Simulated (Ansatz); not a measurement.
**WC: strain energy, fitted**

WC, P-6m2, a = 2.898 Å, c = 2.828 Å. Ansatz: PBEsol, PAW, 420 eV, Γ-centred 24×24×18 mesh on 2 atoms, Gaussian smearing 0.10 eV; no spin polarisation. Series: uniaxial strain along c, with a, b and atoms relaxed; x is the strain in per cent. y is the free energy over the unstrained cell, V0 = 10.287 Å³/atom.

| x (%) | y (meV/atom) |
| --- | --- |
| -4.5 | 64.47 |
| -3.0 | ? |
| -1.5 | 6.53 |
| 0.0 | 0.00 |
| 1.5 | 6.59 |
| 3.0 | 25.30 |
| 4.5 | 55.09 |

Problem. Fit y = c2 x² + c3 x³ to the other rows, turn c2 into a modulus, and predict the missing energy.

Solution. Least squares on the rows shown. y = 2.9528 x² − 0.051211 x³. In eV per unit strain² c2 is 29.53; this is Young's modulus along the axis (E = ½ Y V0 ε²): 2 × 29.53 × 160.2 / (10.287) = 920 GPa. The unstrained cell keeps some stress along the strain, worth a slope of 0.12 meV/atom per %, which the form leaves out. At x = -3.0 the fit asked for gives 27.96 meV/atom. The run gave 27.56 meV/atom, so the fit is 0.40 meV/atom too high, 0.62 % of the span of the series, against an rms of 0.15 meV/atom on the fitted rows. With a term in x⁴ added, a fit to the same known rows predicts 27.99 meV/atom, no real gain.

Spin–orbit coupling is left out, which can shift energies with elements as heavy as these.